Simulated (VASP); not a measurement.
# Ga (I4/mmm) in VASP: settings compared

One crystal, Ga, is run at these levels: PBE, LDA; tasks: single point.

All numbers are computed with VASP 6.6.1; they aren't measurements. Logs are shortened: lines on timing, memory, paths and dates and some standing lists are left out, and cuts for length are marked.

### 1 The structure

Symmetry: I4/mmm, No. 139, tetragonal system. Conventional cell: a = 2.769 Å, b = 2.769 Å, c = 4.622 Å, α = 90.00°, β = 90.00°, γ = 90.00°. Ga (site symmetry 4/mmm) is surrounded by 12 Ga at 2.77 to 3.03 Å.

This isn't the form of Ga at room conditions, which is orthorhombic.

### 2 Single point, PBE

Input file INCAR:

```
SYSTEM = Ga
PREC     = Accurate       ! precision mode
ENCUT    = 520            ! plane-wave cutoff, eV
EDIFF    = 1E-7           ! SCF threshold, eV
ISMEAR   = -1             ! smearing method
SIGMA    = 0.02           ! smearing width, eV
LREAL    = .False.        ! projectors in reciprocal space
LASPH    = .True.         ! aspherical terms in the spheres
NELM     = 60             ! most SCF steps
ALGO     = Fast           ! electronic algorithm
ISIF     = 2              ! what is computed and relaxed
LWAVE    = .False.        ! write WAVECAR
LCHARG   = .True.         ! write CHGCAR
GGA      = PE             ! functional
LELF     = .True.         ! ELF
LVHAR    = .True.       
NBANDS   = 12             ! bands
```

Input file KPOINTS:

```
Automatic mesh
0
Gamma
  9 9 9
  0 0 0
```

Input file POSCAR:

```
Ga
1.0
   -1.3843987196      1.3843987196      2.3112238365
    1.3843987196     -1.3843987196      2.3112238365
    1.3843987196      1.3843987196     -2.3112238365
Ga
1
Direct
    0.0000000000      0.0000000000      0.0000000000
```

Potentials or basis: VASP PAW PBE potentials, release 64 (Ga_d).

Command:

```sh
$ cat potpaw_PBE.64/Ga_d/POTCAR > POTCAR
$ mpirun -np 1 vasp_std > vasp.out
```

OUTCAR:

```text
SYSTEM = Ga
   PREC = Accurate
   ENCUT = 520
   EDIFF = 1E-7
   ISMEAR = -1
   LREAL = .False.
   LASPH = .True.
   NELM = 60
   ISIF = 2
   GGA = PE

 ion  position               nearest neighbor table
   1  0.000  0.000  0.000-

  LATTYP: Found a body centered tetragonal cell.
 ALAT       =     2.7687974392
 C/A-ratio  =     1.6694784557

  Lattice vectors:

 A1 = (  -1.3843987196,   1.3843987196,   2.3112238365)
 A2 = (   1.3843987196,  -1.3843987196,   2.3112238365)
 A3 = (   1.3843987196,   1.3843987196,  -2.3112238365)

Analysis of symmetry for initial positions (statically):
=====================================================================
 Subroutine PRICEL returns:
 Original cell was already a primitive cell.

 Routine SETGRP: Setting up the symmetry group for a
 body centered tetragonal supercell.

 Subroutine GETGRP returns: Found 16 space group operations
 (whereof 16 operations were pure point group operations)
 out of a pool of 16 trial point group operations.

The static configuration has the point symmetry D_4h.

Analysis of symmetry for dynamics (positions and initial velocities):
=====================================================================
 Subroutine PRICEL returns:
 Original cell was already a primitive cell.

 Routine SETGRP: Setting up the symmetry group for a
 body centered tetragonal supercell.

 Subroutine GETGRP returns: Found 16 space group operations
 (whereof 16 operations were pure point group operations)
 out of a pool of 16 trial point group operations.

The dynamic configuration has the point symmetry D_4h.

 Subroutine INISYM returns: Found 16 space group operations
 (whereof 16 operations are pure point group operations),
 and found     1 'primitive' translations

----------------------------------------------------------------------------------------

                                     Primitive cell

  volume of cell :      17.7184

  direct lattice vectors                    reciprocal lattice vectors
    -1.384398720  1.384398720  2.311223836     0.000000000  0.361167627  0.216335602
     1.384398720 -1.384398720  2.311223836     0.361167627  0.000000000  0.216335602
     1.384398720  1.384398720 -2.311223836     0.361167627  0.361167627  0.000000000

  length of vectors
     3.029005654  3.029005654  3.029005654     0.421002550  0.421002550  0.510768156

  position of ions in fractional coordinates (direct lattice)
     0.000000000  0.000000000  0.000000000

  ion indices of the primitive-cell ions
[... 83 lines left out ...]
   TEBEG  =    0.0;   TEEND  =   0.0 temperature during run
   PSTRESS=    0.0 pullay stress
   NELECT =      13.0000    total number of electrons
   NUPDOWN=      -1.0000    fix difference up-down
   EMIN   =  10.00;   EMAX   =-10.00  energy-range for DOS
   EFERMI =   0.00;   METHOD = LEGACY
   ISMEAR =    -1;   SIGMA  =   0.02  broadening in eV -4-tet -1-fermi 0-gaus
   EFERMI_NEDOS =   21; number of points for ismear=-14 and -15
   IALGO  =     68    algorithm
   IMIX   =      4    mixing-type and parameters
     AMIX     =   0.40;   BMIX     =  1.00
     AMIX_MAG =   1.60;   BMIX_MAG =  1.00
  volume/ion in A,a.u.               =      17.72       119.57
  Fermi-wavevector in a.u.,A,eV,Ry     =   1.476549  2.790273 29.663375  2.180197
  Thomas-Fermi vector in A             =   2.591062
   LORBIT       =      0    0 simple, 1 ext, 2 COOP (PROOUT), +10 PAW based schemes
   GGA     = PE    functional components
   LHFCALC =     F    Hartree Fock is set to
   AEXX    =    0.0000 exact exchange contribution
   IVDW    =     0    specifies the selected vdW correction
   LEPSILON=     F    determine dielectric tensor
   LRPA    =     F    only Hartree local field effects (RPA)
 non-spin polarized calculation
 RMM-DIIS sequential band-by-band and
  energy-cutoff  :      520.00
  volume of cell :       17.72
 maximum number of plane-waves:       487
   NGX = 11   NGY = 11   NGZ = 11

 number of electron      12.9999997 magnetization

 Free energy of the ion-electron system (eV)
  ---------------------------------------------------
  ext. energy  EPLUGINS =         0.00000000
  ---------------------------------------------------
  free energy    TOTEN  =        -2.86506433 eV

  energy without entropy =       -2.86376104  energy(sigma->0) =       -2.86441269

 E-fermi :   6.2552     XC(G=0): -11.3337

 val. band max:        6.2008582093   @ k =   0.3333   0.1111   0.0000
 cond. band min:       6.2735331910   @ k =  -0.4444   0.2222  -0.0000
 fundamental gap:      0.0726749817
 Fermi energy:         6.2551594363

 k-point     1 :       0.0000    0.0000    0.0000
  band No.  band energies     occupation
      1      -8.9502      2.00000
      2      -8.7942      2.00000
      3      -8.7579      2.00000
      4      -8.7579      2.00000
      5      -8.5924      2.00000
      6      -5.3849      2.00000
      7      18.8460      0.00000
      8      19.1566      0.00000
      9      19.1566      0.00000
     10      22.5215      0.00000
     11      22.7289      0.00000
     12      23.4640      0.00000
[... 331 lines left out ...]
 k-point    24 :       0.4444    0.4444    0.0000
  band No.  band energies     occupation
      1      -8.9752      2.00000
      2      -8.9496      2.00000
      3      -8.6225      2.00000
      4      -8.6002      2.00000
      5      -8.4643      2.00000
      6       4.4081      2.00000
      7       5.2840      2.00000
      8       8.3767      0.00000
      9      10.8210      0.00000
     10      14.4579      0.00000
     11      16.7521      0.00000
     12      30.1852      0.00000

 [... further k-points ...]

------------------------ aborting loop because EDIFF is reached ----------------------------------------

  FORCE on cell =-STRESS in cart. coord.  units (eV):
  Direction    XX          YY          ZZ          XY          YZ          ZX
  --------------------------------------------------------------------------------------
  -------------------------------------------------------------------------------------
  Total        0.5006427      0.5006427      0.2557478      0.0000000     -0.0000000      0.0000000
  in kB       45.2703757     45.2703757     23.1258726      0.0000000     -0.0000000      0.0000000
  external PRESSURE =      37.8888747 kB  Pullay stress =       0.0000000 kB

 VOLUME and BASIS-vectors are now :
 -----------------------------------------------------------------------------
  energy-cutoff  :      520.00
  volume of cell :       17.72
      direct lattice vectors                 reciprocal lattice vectors
    -1.384398720  1.384398720  2.311223836     0.000000000  0.361167627  0.216335602
     1.384398720 -1.384398720  2.311223836     0.361167627  0.000000000  0.216335602
     1.384398720  1.384398720 -2.311223836     0.361167627  0.361167627  0.000000000

 POSITION                                       TOTAL-FORCE (eV/Angst)
 -----------------------------------------------------------------------------------
      0.00000      0.00000      0.00000         0.000000      0.000000     -0.000000
 -----------------------------------------------------------------------------------
    total drift:                                0.000000      0.000000     -0.000000

  FREE ENERGIE OF THE ION-ELECTRON SYSTEM (eV)
  ---------------------------------------------------
  free  energy   TOTEN  =        -2.8650643313 eV

  energy  without entropy=       -2.8637610438  energy(sigma->0) =       -2.86441269
```

OSZICAR:

```text
N       E                     dE             d eps       ncg     rms          rms(c)
DAV:   1     0.442796595295E+02    0.44280E+02   -0.66282E+03  1964   0.192E+03
DAV:   2    -0.710152130864E+00   -0.44990E+02   -0.42952E+02  1896   0.264E+02
DAV:   3    -0.287861032378E+01   -0.21685E+01   -0.21629E+01  2056   0.462E+01
DAV:   4    -0.289570369830E+01   -0.17093E-01   -0.17091E-01  2144   0.436E+00
DAV:   5    -0.289586403833E+01   -0.16034E-03   -0.16034E-03  2140   0.403E-01    0.926E-01
RMM:   6    -0.287123027304E+01    0.24634E-01   -0.27691E-02  2465   0.237E+00    0.473E-01
RMM:   7    -0.286565015070E+01    0.55801E-02   -0.99144E-03  2670   0.105E+00    0.124E-01
RMM:   8    -0.286505372228E+01    0.59643E-03   -0.91823E-04  2659   0.365E-01    0.125E-02
RMM:   9    -0.286506151852E+01   -0.77962E-05   -0.11872E-04  2753   0.158E-01    0.682E-03
RMM:  10    -0.286506428146E+01   -0.27629E-05   -0.25064E-05  3000   0.605E-02    0.735E-04
RMM:  11    -0.286506436964E+01   -0.88174E-07   -0.15346E-06  2346   0.146E-02    0.568E-04
RMM:  12    -0.286506433133E+01    0.38310E-07   -0.36071E-07  1745   0.773E-03
   1 F= -.28650643E+01 E0= -.28644127E+01  d E =-.130329E-02
```

Wall time 6.3 s (1 thread of Intel Xeon 6975P-C (Granite Rapids), shared host); peak memory 0.14 GiB.

Results:

* Free energy: -2.8651 eV
* Pressure: 3.8 GPa
* Band gap on the k mesh: none (metal or under the smearing width)

### 3 Single point, PBE

Input file INCAR:

```
SYSTEM = Ga
PREC = Accurate
ENCUT = 520
EDIFF = 1E-6
ISMEAR = -1
SIGMA = 0.02
LREAL = .False.
LASPH = .True.
NELM = 100
ALGO = Normal
ISIF = 2
LWAVE = .False.
LCHARG = .False.
GGA = PE
NBANDS = 12
```

Input file KPOINTS:

```
Automatic mesh
0
Gamma
  6 6 6
  0 0 0
```

POSCAR is that of step 2.

Potentials or basis: VASP PAW PBE potentials, release 64 (Ga_d).

Command:

```sh
$ cat potpaw_PBE.64/Ga_d/POTCAR > POTCAR
$ mpirun -np 1 vasp_std > vasp.out
```

Wall time 6 s (1 thread of Intel Xeon Platinum 8259CL at 2.50GHz (Skylake/Cascade Lake), shared host); peak memory 0.13 GiB.

It converged, with:

* Free energy: -2.8904 eV
* Pressure: 4.3 GPa
* Band gap on the k mesh: none (metal or under the smearing width)

Stress tensor (GPa, compression positive):
```
 8.45  0.00  0.00
 0.00  8.45  0.00
 0.00  0.00 -4.06
```

Levels at points of the mesh, in eV from the Fermi level:
| k point | band 4 | band 5 | band 6 | band 7 | band 8 | band 9 |
| --- | --- | --- | --- | --- | --- | --- |
| (0.00, 0.00, 0.00) | -15.02 | -14.86 | -11.65 | 12.59 | 12.89 | 12.89 |
| (0.50, 0.00, 0.00) | -14.85 | -14.80 | -5.02 | -4.34 | 7.80 | 11.77 |
| (0.50, 0.50, 0.00) | -14.85 | -14.71 | -2.11 | -1.06 | 3.64 | 4.98 |
| (0.50, 0.50, 0.50) | -14.81 | -14.81 | -4.61 | -4.06 | 7.06 | 7.06 |

Caveat: the k mesh is coarse (spacing up to 0.53 Å⁻¹), so the values aren't converged.

### 4 Single point, LDA, non-collinear spin, zero start, spin-orbit coupling (volume scaled by 1.04)

Input file INCAR:

```
SYSTEM = Ga
ALGO = Fast
EDIFF = 1E-6
ENCUT = 520
GGA_COMPAT = .FALSE.
ISIF = 2
ISMEAR = 0
LASPH = .TRUE.
LCHARG = .TRUE.
LORBIT = 11
LORBMOM = .TRUE.
LREAL = .FALSE.
LSORBIT = .TRUE.
LVHAR = .TRUE.
LWAVE = .FALSE.
MAGMOM = 0 0 0
NBANDS = 24
NELM = 150
PREC = Accurate
SIGMA = 0.15
```

Input file KPOINTS:

```
k-points
0
G
  10 10 10
  0 0 0
```

Input file POSCAR:

```
Ga
1.0
   -1.4026165814      1.4026165814      2.3416381643
    1.4026165814     -1.4026165814      2.3416381643
    1.4026165814      1.4026165814     -2.3416381643
Ga
1
Direct
    0.0000000000      0.0000000000      0.0000000000
```

Potentials or basis: VASP PAW LDA potentials, release 64 (Ga_d).

Command:

```sh
$ cat potpaw_LDA.64/Ga_d/POTCAR > POTCAR
$ mpirun -np 1 vasp_ncl > vasp.out
```

OUTCAR:

```text
SYSTEM = Ga
   EDIFF = 1E-6
   ENCUT = 520
   ISIF = 2
   ISMEAR = 0
   LASPH = .TRUE.
   LORBIT = 11
   LREAL = .FALSE.
   LSORBIT = .TRUE.
   NELM = 150
   PREC = Accurate

 ion  position               nearest neighbor table
   1  0.000  0.000  0.000-

  LATTYP: Found a body centered tetragonal cell.
 ALAT       =     2.8052331628
 C/A-ratio  =     1.6694784557

  Lattice vectors:

 A1 = (  -1.4026165814,   1.4026165814,   2.3416381643)
 A2 = (   1.4026165814,  -1.4026165814,   2.3416381643)
 A3 = (   1.4026165814,   1.4026165814,  -2.3416381643)

Analysis of symmetry for initial positions (statically):
=====================================================================
 Subroutine PRICEL returns:
[... 896 lines left out ...]
  1         0.000   0.000   0.000
 ----------------------------------------
            0.000   0.000   0.000

 Spin-Orbit-Coupling matrix elements

 Ion:    1  E_soc:     -0.0111595
 l=   1
     0.0000000    -0.0010213    -0.0010233
    -0.0010213     0.0000000    -0.0010213
    -0.0010233    -0.0010213     0.0000000
 l=   2
     0.0000000    -0.0001694     0.0000000    -0.0001694    -0.0006756
    -0.0001694     0.0000000    -0.0005020    -0.0001673    -0.0001641
     0.0000000    -0.0005020     0.0000000    -0.0005020     0.0000000
    -0.0001694    -0.0001673    -0.0005020     0.0000000    -0.0001641
    -0.0006756    -0.0001641     0.0000000    -0.0001641     0.0000000
 l=   3
     0.0000000     0.0000000     0.0000000     0.0000000     0.0000000     0.0000000     0.0000000
     0.0000000     0.0000000     0.0000000     0.0000000     0.0000000     0.0000000     0.0000000
     0.0000000     0.0000000     0.0000000     0.0000000     0.0000000     0.0000000     0.0000000
     0.0000000     0.0000000     0.0000000     0.0000000     0.0000000     0.0000000     0.0000000
     0.0000000     0.0000000     0.0000000     0.0000000     0.0000000     0.0000000     0.0000000
     0.0000000     0.0000000     0.0000000     0.0000000     0.0000000     0.0000000     0.0000000
     0.0000000     0.0000000     0.0000000     0.0000000     0.0000000     0.0000000     0.0000000

 total charge

# of ion       s       p       d       tot
------------------------------------------
    1        1.039   0.559   9.959  11.557

 magnetization (x)

# of ion       s       p       d       tot
------------------------------------------
    1        0.000  -0.000   0.000  -0.000

 magnetization (y)

# of ion       s       p       d       tot
------------------------------------------
    1       -0.000  -0.000   0.000  -0.000

 magnetization (z)

# of ion       s       p       d       tot
------------------------------------------
    1        0.000   0.000   0.000   0.000
```

OSZICAR:

```text
N       E                     dE             d eps       ncg     rms          rms(c)
DAV:   1     0.711569284788E+02    0.71157E+02   -0.62451E+03  5736   0.206E+03
DAV:   2     0.372585711121E+01   -0.67431E+02   -0.63922E+02  5144   0.375E+02
DAV:   3    -0.346513648604E+01   -0.71910E+01   -0.71536E+01  5592   0.889E+01
DAV:   4    -0.358275796205E+01   -0.11762E+00   -0.11758E+00  5872   0.125E+01
DAV:   5    -0.358442576012E+01   -0.16678E-02   -0.16677E-02  5928   0.144E+00    0.880E-01
RMM:   6    -0.355487493471E+01    0.29551E-01   -0.32008E-02  6838   0.254E+00    0.431E-01
RMM:   7    -0.354804005065E+01    0.68349E-02   -0.11216E-02  7337   0.102E+00    0.115E-01
RMM:   8    -0.354733705298E+01    0.70300E-03   -0.14740E-03  7356   0.409E-01    0.132E-02
RMM:   9    -0.354734250341E+01   -0.54504E-05   -0.22692E-04  7515   0.220E-01    0.135E-02
RMM:  10    -0.354734766392E+01   -0.51605E-05   -0.56245E-05  7977   0.956E-02    0.469E-03
RMM:  11    -0.354734747451E+01    0.18941E-06   -0.77011E-06  6206   0.377E-02
   1 F= -.35473475E+01 E0= -.35445991E+01  d E =-.549673E-02  mag=     0.0000    -0.0000     0.0000
```

stdout:

```text
POSCAR found type information on POSCAR Ga
 POSCAR found :  1 types and       1 ions
 scaLAPACK will be used
 LDA part: xc-table for (Slater(with rela. corr.)+CA(PZ))
 , standard interpolation
 POSCAR, INCAR and KPOINTS ok, starting setup
 FFT: planning ... GRIDC
 FFT: planning ... GRID_SOFT
 FFT: planning ... GRID
 WAVECAR not read
 entering main loop
WARNING in EDDRMM: call to ZHEGV failed, returncode =   6  3     21
```

It took 1.7 min on 1 thread of Intel Xeon Platinum 8259CL at 2.50GHz (Skylake/Cascade Lake), shared host; peak memory 0.21 GiB.

What came out:

| Quantity | Value |
| --- | --- |
| Free energy | -3.5473 eV |
| Pressure | -3.7 GPa |
| Net moment | 0.00 μB per cell |
| Valence electrons inside the program's atomic spheres | Ga 11.56 |

Stress tensor (GPa, compression positive):
```
-3.01  0.00  0.00
 0.00 -3.01  0.00
 0.00  0.00 -5.16
```

Moments on the atoms (μB; x, y, z):
```
Ga  0.00 0.00 0.00
```

### 5 Single point, LDA, non-collinear spin, zero start, spin-orbit coupling

Input file INCAR:

```
  PREC = Accurate
  ENCUT = 520
  EDIFF = 1E-6
  ISMEAR = 0
  SIGMA = 0.15
  LREAL = F
  LASPH = T
  NELM = 150
  ALGO = Fast
  ISIF = 2
  LWAVE = F
  LCHARG = F
  MAGMOM = 0 0 0
  LORBIT = 11
  LSORBIT = T
  GGA_COMPAT = F
  LORBMOM = T
  GGA = CA
  NBANDS = 24
```

Input file KPOINTS:

```
regular mesh
0
Gamma
  10 10 10
```

Input file POSCAR:

```
Ga
1.0
   -1.3843987196      1.3843987196      2.3112238365
    1.3843987196     -1.3843987196      2.3112238365
    1.3843987196      1.3843987196     -2.3112238365
Ga
1
Direct
    0.0000000000      0.0000000000      0.0000000000
```

Command:

```sh
$ cat potpaw_LDA.64/Ga_d/POTCAR > POTCAR
$ mpirun -np 1 vasp_ncl > vasp.out
```

Run time: 95 s. Hardware: 1 thread of Intel Xeon Platinum 8259CL at 2.50GHz (Skylake/Cascade Lake), shared host; peak memory 0.21 GiB.

It converged, with:

| Property | Result |
| --- | --- |
| Free energy | -3.5602 eV |
| Pressure | -1.7 GPa |
| Net moment | 0.00 μB per cell |
| Valence electrons inside the program's atomic spheres | Ga 11.58 |

Stress tensor (GPa, compression positive):
```
-0.77  0.00  0.00
 0.00 -0.77  0.00
 0.00  0.00 -3.52
```

Moments on the atoms (μB; x, y, z):
```
Ga  0.00 0.00 0.00
```

### 6 Single point, LDA, non-collinear spin, zero start, spin-orbit coupling (volume scaled by 1.02)

Input file INCAR:

```
SYSTEM = Ga
  PREC = Accurate
  ENCUT = 520
  EDIFF = 1E-6
  ISMEAR = 0
  SIGMA = 0.15
  LREAL = .False.
  LASPH = .True.
  NELM = 150
  ALGO = Fast
  ISIF = 2
  LWAVE = .False.
  LCHARG = .False.
  MAGMOM = 0 0 0
  LORBIT = 11
  LSORBIT = .True.
  GGA_COMPAT = .False.
  LORBMOM = .True.
  GGA = CA
  NBANDS = 24
```

Input file KPOINTS:

```
regular mesh
0
Gamma
  10 10 10
  0 0 0
```

Input file POSCAR:

```
Ga
1.0
   -1.3935671902      1.3935671902      2.3265304007
    1.3935671902     -1.3935671902      2.3265304007
    1.3935671902      1.3935671902     -2.3265304007
Ga
1
Direct
    0.0000000000      0.0000000000      0.0000000000
```

Potentials or basis: VASP PAW LDA potentials, release 64 (Ga_d).

Command:

```sh
$ cat potpaw_LDA.64/Ga_d/POTCAR > POTCAR
$ mpirun -np 1 vasp_ncl > vasp.out
```

Wall time 86 s (1 thread of Intel Xeon Platinum 8259CL at 2.50GHz (Skylake/Cascade Lake), shared host); peak memory 0.21 GiB.

It converged, with:

```yaml
Free_energy: -3.5549 eV
Pressure: -2.8 GPa
Net_moment: 0.00 μB per cell
Valence_electrons_inside_the_program's_atomic_spheres: Ga 11.57
```

Stress tensor (GPa, compression positive):
```
-1.96  0.00  0.00
 0.00 -1.96  0.00
 0.00  0.00 -4.40
```

Moments on the atoms (μB; x, y, z):
```
Ga  0.00 0.00 0.00
```

### 7 The runs side by side

```tsv
level	potentials or basis	spin	cell	k mesh	smearing	mesh quality	gap on the mesh (eV)	pressure (GPa)	moment (μB)
PBE	VASP PAW PBE potentials, release 64 (Ga_d)	off	as given	9 × 9 × 9	fermi-dirac 0.02 eV	not flagged	none	3.8	-
PBE	VASP PAW PBE potentials, release 64 (Ga_d)	off	as given	6 × 6 × 6	fermi-dirac 0.02 eV	coarse	none	4.3	-
LDA	VASP PAW LDA potentials, release 64 (Ga_d)	non-collinear, zero start, SOC	volume scaled by 1.04	10 × 10 × 10	gaussian 0.15 eV	not flagged	-	-3.7	0.00
LDA	VASP PAW LDA potentials, release 64 (Ga_d)	non-collinear, zero start, SOC	as given	10 × 10 × 10	gaussian 0.15 eV	not flagged	-	-1.7	0.00
LDA	VASP PAW LDA potentials, release 64 (Ga_d)	non-collinear, zero start, SOC	volume scaled by 1.02	10 × 10 × 10	gaussian 0.15 eV	not flagged	-	-2.8	0.00
```

Alike in all rows: task single point; cutoff (eV) 520.

Caveats: some runs use coarse meshes.

Total energies depend on the potentials used, so only differences within one code and one set of settings carry meaning.
